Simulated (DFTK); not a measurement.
**Cs under changes of volume**

One of the cells (122.477 Å³/atom); the others are scaled copies at fixed shape and fractional positions:

```
Cs
1.0
    -3.12847    3.12847    3.12847
     3.12847   -3.12847    3.12847
     3.12847    3.12847   -3.12847
Cs
1
Direct
  0.00000 0.00000 0.00000
```

- Program: DFTK 0.8.2
- Functional: PBE
- Potentials or basis: dojo.nc.sr.pbe.v0_4_1.standard.upf (PBE)
- Cutoff: 789 eV
- k mesh: 6 × 6 × 6
- Occupations: fermi-dirac, width 0.05 eV
- Spin: no spin polarisation

| volume (Å³/atom) | energy over the lowest point (meV/atom) | pressure (GPa) |
| --- | --- | --- |
| 115.128 | 0.30 | 0.0 |
| 117.578 | 0.00 | 0.0 |
| 120.027 | ? | ? |
| 122.477 | 1.16 | -0.1 |
| 124.926 | 2.53 | -0.1 |
| 127.376 | 4.36 | -0.1 |
| 129.825 | 6.62 | -0.2 |

Q: What does the run at 120.027 Å³/atom give?

A: Energy over the lowest point 0.30 meV/atom; pressure 0.0 GPa.

Worked out: A Birch-Murnaghan fit of order 3 (a polynomial in V^(-2/3)) to the other rows has its minimum at 117.54 Å³/atom with B0 = V·E''(V) = 1.9 GPa and B' = 3.2. It gives 0.30 meV/atom at 120.027 Å³/atom, against the run's 0.30, and -dE/dV = 0.0 GPa, against 0.0.

Energies are extrapolated to zero smearing.
